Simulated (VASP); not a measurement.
# Ir (Cmce) in VASP: notebook

The runs below take Ir through relaxation of cell and atoms, single point, with PBEsol.

All numbers are computed with VASP 6.6.1; they aren't measurements. Logs are shortened: lines on timing, memory, paths and dates and some standing lists are left out, and cuts for length are marked.

## (1) The structure

It takes space group Cmce (No. 64, orthorhombic). Conventional cell: a = 4.142 Å, b = 7.020 Å, c = 4.148 Å, α = 90.00°, β = 90.00°, γ = 90.00°. Ir (site symmetry m) is surrounded by 7 Ir at 2.24 to 2.57 Å.

The cell was built by a generator and needn't be a form met in nature.

## (2) Relaxation of cell and atoms, PBEsol

The input, INCAR:

```
SYSTEM = Ir
ALGO = Normal
EDIFF = 1E-6
EDIFFG = -0.04
ENCUT = 600
GGA = PS
IBRION = 2
ISIF = 3
ISMEAR = 0
LASPH = .TRUE.
LCHARG = .FALSE.
LREAL = .FALSE.
LWAVE = .FALSE.
NELM = 80
NSW = 90
PREC = Accurate
SIGMA = 0.1
```

The input, KPOINTS:

```
k-points
0
G
  6 6 4
  0 0 0
```

The input, POSCAR:

```
Ir
1.0
    2.0711241040     -3.5101712706      0.0000000000
    2.0711241040      3.5101712706      0.0000000000
    0.0000000000      0.0000000000      4.1477581044
Ir
4
Direct
    0.1525000000      0.8475000000      0.0785000000
    0.6525000000      0.3475000000      0.4215000000
    0.8475000000      0.1525000000      0.9215000000
    0.3475000000      0.6525000000      0.5785000000
```

Potentials or basis: VASP PAW PBE potentials, release 64 (Ir).

Launch:

```sh
$ cat potpaw_PBE.64/Ir/POTCAR > POTCAR
$ mpirun -np 1 vasp_std > vasp.out
```

OUTCAR:

```text
SYSTEM = Ir
   EDIFF = 1E-6
   EDIFFG = -0.04
   ENCUT = 600
   GGA = PS
   IBRION = 2
   ISIF = 3
   ISMEAR = 0
   LASPH = .TRUE.
   LREAL = .FALSE.
   NELM = 80
   NSW = 90
   PREC = Accurate

 ion  position               nearest neighbor table
   1  0.153  0.847  0.078-   3 2.24   4 2.48   4 2.48   2 2.51   2 2.51   3 2.57   3 2.57
   2  0.653  0.347  0.422-   4 2.24   3 2.48   3 2.48   1 2.51   1 2.51   4 2.57   4 2.57
   3  0.847  0.153  0.922-   1 2.24   2 2.48   2 2.48   4 2.51   4 2.51   1 2.57   1 2.57
   4  0.347  0.653  0.578-   2 2.24   1 2.48   1 2.48   3 2.51   3 2.51   2 2.57   2 2.57

  LATTYP: Found a base centered orthorhombic cell.
 ALAT       =     4.1422482080
 B/A-ratio  =     1.6948145521
 C/A-ratio  =     1.0013301705

  Lattice vectors:

 A1 = (   2.0711241040,  -3.5101712706,   0.0000000000)
 A2 = (   2.0711241040,   3.5101712706,   0.0000000000)
 A3 = (   0.0000000000,   0.0000000000,   4.1477581044)

Analysis of symmetry for initial positions (statically):
=====================================================================
 Subroutine PRICEL returns:
 Original cell was already a primitive cell.

 Routine SETGRP: Setting up the symmetry group for a
 base centered orthorhombic supercell.

 Subroutine GETGRP returns: Found  8 space group operations
 (whereof  4 operations were pure point group operations)
 out of a pool of  8 trial point group operations.

The static configuration has the point symmetry C_2h.
 The point group associated with its full space group is D_2h.

Analysis of symmetry for dynamics (positions and initial velocities):
=====================================================================
 Subroutine PRICEL returns:
 Original cell was already a primitive cell.

 Routine SETGRP: Setting up the symmetry group for a
 base centered orthorhombic supercell.

 Subroutine GETGRP returns: Found  8 space group operations
 (whereof  4 operations were pure point group operations)
 out of a pool of  8 trial point group operations.

The dynamic configuration has the point symmetry C_2h.
 The point group associated with its full space group is D_2h.

 Subroutine INISYM returns: Found  8 space group operations
 (whereof  4 operations are pure point group operations),
 and found     1 'primitive' translations

----------------------------------------------------------------------------------------

                                     Primitive cell

  volume of cell :      60.3084

  direct lattice vectors                    reciprocal lattice vectors
     2.071124104 -3.510171271  0.000000000     0.241414795 -0.142443192  0.000000000
     2.071124104  3.510171271  0.000000000     0.241414795  0.142443192  0.000000000
     0.000000000  0.000000000  4.147758104     0.000000000  0.000000000  0.241094098

  length of vectors
     4.075641962  4.075641962  4.147758104     0.280305487  0.280305487  0.241094098

  position of ions in fractional coordinates (direct lattice)
     0.152500000  0.847500000  0.078500000
     0.652500000  0.347500000  0.421500000
     0.847500000  0.152500000  0.921500000
     0.347500000  0.652500000  0.578500000

  ion indices of the primitive-cell ions
   primitive index   ion index
                 1           1
                 2           2
                 3           3
                 4           4

----------------------------------------------------------------------------------------

 KPOINTS: k-points

Automatic generation of k-mesh.
 Grid dimensions read from file:
 generate k-points for:    6    6    4

 Generating k-lattice:

  Cartesian coordinates                     Fractional coordinates (reciprocal lattice)
     0.040235799 -0.023740532  0.000000000     0.166666667  0.000000000  0.000000000
     0.040235799  0.023740532  0.000000000     0.000000000  0.166666667  0.000000000
     0.000000000  0.000000000  0.060273525     0.000000000  0.000000000  0.250000000

  Length of vectors
     0.046717581  0.046717581  0.060273525

  Shift w.r.t. Gamma in fractional coordinates (k-lattice)
[... 44 lines left out ...]
  energy-cutoff  :      600.00
  volume of cell :       60.31
 maximum number of plane-waves:      2032
 NGX is ok and might be reduce to    36
   NGX = 17   NGY = 17   NGZ = 17

--------------------------------------- Ionic step        1  -------------------------------------------

 number of electron      35.9999999 magnetization

 Free energy of the ion-electron system (eV)
  ---------------------------------------------------
  ext. energy  EPLUGINS =         0.00000000
  ---------------------------------------------------
  free energy    TOTEN  =       -35.41187961 eV

  energy without entropy =      -35.40418636  energy(sigma->0) =      -35.40803299

------------------------ aborting loop because EDIFF is reached ----------------------------------------

  FORCE on cell =-STRESS in cart. coord.  units (eV):
  Direction    XX          YY          ZZ          XY          YZ          ZX
  --------------------------------------------------------------------------------------
  -------------------------------------------------------------------------------------
  Total       11.6499254     21.2984544     18.5131910      0.0000000      0.0000000      0.0000000
  in kB      309.4965988    565.8232946    491.8288699      0.0000000      0.0000000      0.0000000
  external PRESSURE =     455.7162545 kB  Pullay stress =       0.0000000 kB
[... 23 lines left out ...]
  energy  without entropy=      -35.4041863626  energy(sigma->0) =      -35.40803299

--------------------------------------- Ionic step        2  -------------------------------------------

 number of electron      35.9999997 magnetization

 E-fermi :   2.4296     XC(G=0): -10.4469

 val. band max:        2.4256181513   @ k =   0.3333   0.1667   0.0000
 cond. band min:       2.4316571917   @ k =   0.5000  -0.0000   0.0000
 fundamental gap:      0.0060390405
 Fermi energy:         2.4296282325

 k-point     1 :       0.0000    0.0000    0.0000
  band No.  band energies     occupation
      1      -3.7981      2.00000
      2      -0.8364      2.00000
      3      -0.8092      2.00000
      4      -0.7989      2.00000
      5      -0.5747      2.00000
      6      -0.3865      2.00000
[... 660 lines left out ...]
  FREE ENERGIE OF THE ION-ELECTRON SYSTEM (eV)
  ---------------------------------------------------
  free  energy   TOTEN  =       -36.4165086420 eV

  energy  without entropy=      -36.4048064784  energy(sigma->0) =      -36.41065756

[... ionic steps 4 to 41 ...]

--------------------------------------- Ionic step       42  -------------------------------------------

 number of electron      36.0000001 magnetization

------------------------ aborting loop because EDIFF is reached ----------------------------------------

  FORCE on cell =-STRESS in cart. coord.  units (eV):
  Direction    XX          YY          ZZ          XY          YZ          ZX
  --------------------------------------------------------------------------------------
  -------------------------------------------------------------------------------------
  Total        0.1613150      0.0426185     -0.1637512      0.0000000      0.0000000      0.0000000
  in kB        4.1489609      1.0961310     -4.2116171      0.0000000      0.0000000      0.0000000
  external PRESSURE =       0.3444916 kB  Pullay stress =       0.0000000 kB
[... 61 lines left out ...]
  energy  without entropy=      -37.5467682376  energy(sigma->0) =      -37.55422929

--------------------------------------- Ionic step       44  -------------------------------------------

 number of electron      36.0000001 magnetization

 Free energy of the ion-electron system (eV)
  ---------------------------------------------------
  ext. energy  EPLUGINS =         0.00000000
  ---------------------------------------------------
  free energy    TOTEN  =       -37.56203513 eV

  energy without entropy =      -37.54716266  energy(sigma->0) =      -37.55459889

 E-fermi :   8.8153     XC(G=0): -13.4132

 val. band max:        8.7851678185   @ k =   0.5000   0.1667   0.0000
 cond. band min:       8.8263741171   @ k =   0.0000   0.0000   0.5000
 fundamental gap:      0.0412062987
 Fermi energy:         8.8153470472

 k-point     1 :       0.0000    0.0000    0.0000
  band No.  band energies     occupation
      1      -1.5912      2.00000
      2       1.4726      2.00000
      3       1.8639      2.00000
      4       2.0170      2.00000
      5       2.2816      2.00000
      6       2.5695      2.00000
[... 622 lines left out ...]
  FREE ENERGIE OF THE ION-ELECTRON SYSTEM (eV)
  ---------------------------------------------------
  free  energy   TOTEN  =       -37.5620351277 eV

  energy  without entropy=      -37.5471626552  energy(sigma->0) =      -37.55459889

 reached required accuracy - stopping structural energy minimisation
```

It took 9.7 min on 1 thread of Intel Xeon 6975P-C (Granite Rapids), shared host; peak memory 0.24 GiB.

Results:

- Free energy: -37.5620 eV
- Relaxed volume: 15.56 Å³/atom
- Relaxed cell: a = 4.663 Å, b = 4.663 Å, c = 3.818 Å, α = 90.00°, β = 90.00°, γ = 131.45°
- Space group after relaxing (to 0.05 Å): I4/mmm (No. 139)
- Energy gained by relaxing: 537.5 meV/atom
- Ionic steps: 44
- Pressure after relaxing: 0.3 GPa
- Largest force after relaxing: 0.026 eV/Å
- Band gap on the k mesh: none (metal or under the smearing width)

Forces in eV/Å, atoms in the order of the input:
```
Ir   0.000  0.017  0.020
Ir   0.000  0.017 -0.020
Ir   0.000 -0.017 -0.020
Ir   0.000 -0.017  0.020
```

The path:
| step | energy change (eV) | largest force (eV/Å) | pressure (GPa) | volume (Å³) |
| --- | --- | --- | --- | --- |
| 1 | 0.0000 | 0.8292 | 45.57 | 60.31 |
| 3 | -1.0046 | 0.4329 | -8.13 | 70.04 |
| 5 | -1.0537 | 0.4368 | -0.64 | 68.08 |
| 7 | -1.1156 | 0.2783 | 0.06 | 67.85 |
| 9 | -1.1293 | 0.2976 | -0.36 | 67.90 |
| 11 | -1.1394 | 0.0953 | 0.58 | 67.58 |
| 13 | -1.1648 | 0.0622 | -1.74 | 67.79 |
| 15 | -1.4363 | 0.4378 | -13.70 | 68.36 |
| 17 | -1.5381 | 0.3098 | -17.37 | 68.42 |
| 19 | -1.5755 | 0.1764 | -19.12 | 68.42 |
| 21 | -1.5773 | 0.1667 | -19.25 | 68.42 |
| 23 | -1.5827 | 0.1282 | -19.81 | 68.42 |
| 25 | -1.5843 | 0.1044 | -20.19 | 68.42 |
| 27 | -1.5992 | 0.1105 | -19.92 | 68.32 |
| 29 | -1.6636 | 0.1402 | -18.64 | 67.83 |
| 31 | -1.8724 | 0.3093 | -12.85 | 65.89 |
| 33 | -1.9985 | 0.7274 | -1.82 | 63.10 |
| 35 | -2.0559 | 0.5099 | -1.49 | 62.91 |
| 37 | -2.1031 | 0.8143 | 2.05 | 61.97 |
| 39 | -2.1422 | 0.2586 | 0.02 | 62.35 |
| 41 | -2.1488 | 0.0809 | -0.28 | 62.36 |
| 43 | -2.1498 | 0.0483 | 0.62 | 62.18 |
| 44 | -2.1502 | 0.0263 | 0.30 | 62.24 |

Final structure:
```
CELL_PARAMETERS angstrom
1.91733 -4.25091 0.00000
1.91733 4.25091 0.00000
0.00000 0.00000 3.81798
ATOMIC_POSITIONS crystal
Ir 0.14405 0.85595 0.99965
Ir 0.64405 0.35595 0.50035
Ir 0.85595 0.14405 0.00035
Ir 0.35595 0.64405 0.49965
```

Levels at points of the mesh, in eV from the Fermi level:
| k point | band 16 | band 17 | band 18 | band 19 | band 20 | band 21 |
| --- | --- | --- | --- | --- | --- | --- |
| (0.00, 0.00, 0.00) | -0.83 | 0.52 | 0.87 | 1.01 | 1.54 | 1.60 |
| (0.50, 0.00, 0.00) | -2.22 | -1.53 | -1.53 | 0.20 | 0.20 | 0.27 |
| (0.50, 0.50, 0.00) | 0.51 | 0.62 | 1.31 | 1.32 | 1.54 | 1.61 |
| (0.00, 0.00, 0.50) | -2.28 | -2.18 | -2.18 | -0.82 | -0.82 | 0.01 |
| (0.50, 0.00, 0.50) | -1.88 | -0.43 | -0.43 | 0.68 | 0.68 | 2.51 |
| (0.50, 0.50, 0.50) | -2.14 | -0.77 | -0.77 | 0.61 | 0.61 | 1.21 |

Caveat: the k mesh is coarse (spacing up to 0.38 Å⁻¹), so the values aren't converged; the PAW data sets were made with another functional, which shifts forces and pressure a little. The run has no spin-orbit coupling, so splittings on Ir are missing.

[end of part 1 of 2]
